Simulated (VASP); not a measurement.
Sb: relaxation of cell and atoms with PBE

Crystal: Sb.

```
CELL_PARAMETERS angstrom
2.15420 1.24373 3.75800
-2.15420 1.24373 3.75800
0.00000 -2.48746 3.75800
ATOMIC_POSITIONS crystal
Sb 0.23349 0.23349 0.23349
Sb 0.76651 0.76651 0.76651
```

```yaml
Program: VASP 6.6.1
Task: relaxation of cell and atoms
Functional: PBE
Potentials_or_basis: VASP PAW PBE potentials, release 64 (Sb)
Cutoff: 600 eV
k_mesh: 10 × 10 × 10
Occupations: methfessel-paxton, width 0.1 eV
Spin: no spin polarisation
Target_pressure: 1 GPa
Further_INCAR_settings: ALGO = Normal; EDIFF = 1e-06; IBRION = 2; EDIFFG = -0.01; NSW = 90; ISIF = 3
Target_pressure: 1 GPa
```

```
Relaxed volume                                         : 30.95 Å³/atom
Relaxed cell                                           : a = 4.525 Å, b = 4.525 Å, c = 4.525 Å, α = 57.60°, β = 57.60°, γ = 57.60°
Space group after relaxing (to 0.05 Å)                 : R-3m (No. 166)
Energy change on relaxing (the enthalpy is what falls) : -10.2 meV/atom
Ionic steps                                            : 6
Pressure after relaxing                                : 1.0 GPa
Largest force after relaxing                           : 0.008 eV/Å
Band gap on the k mesh                                 : none (metal or under the smearing width)
```

Forces in eV/Å, atoms in the order of the input:
```
Sb   0.000  0.000  0.008
Sb   0.000  0.000 -0.008
```

Step by step:
```tsv
step	energy change (eV)	largest force (eV/Å)	pressure (GPa)	volume (Å³)
1	0.0000	0.2274	2.80	60.41
2	-0.0234	0.1149	-0.30	63.42
3	-0.0212	0.0247	0.96	62.09
4	-0.0214	0.0210	0.92	62.12
5	-0.0212	0.0178	0.93	62.07
6	-0.0204	0.0080	0.97	61.90
```

Final structure:
```xyz
2
Lattice="2.1798 1.2585 3.7604 -2.1798 1.2585 3.7604 0.0000 -2.5170 3.7604" Properties=species:S:1:pos:R:3 pbc="T T T"
Sb    0.0000    0.0000    2.6450
Sb    0.0000    0.0000    8.6362
```

Levels at points of the mesh, in eV from the Fermi level:
```tsv
k point	band 2	band 3	band 4	band 5	band 6	band 7	band 8	band 9
(0.00, 0.00, 0.00)	-4.87	-1.90	-1.72	-1.72	2.18	2.73	2.73	5.09
(0.50, 0.00, 0.00)	-9.49	-1.78	-1.63	-0.24	-0.17	0.26	0.49	7.69
(0.50, 0.50, 0.00)	-7.88	-5.28	-3.58	-3.53	1.69	4.87	5.40	6.79
(0.50, 0.50, 0.50)	-8.87	-1.22	-1.22	-0.49	0.13	0.13	1.04	7.10
```

It took 68 s on 2 MPI ranks on AMD EPYC 9R45 (Zen 5), on a shared host, peak memory 0.23 GiB a rank.

Caveat: the cell is relaxed towards a set pressure, so the enthalpy falls and the energy may rise. PBE usually gives volumes a little too large and moduli too small.
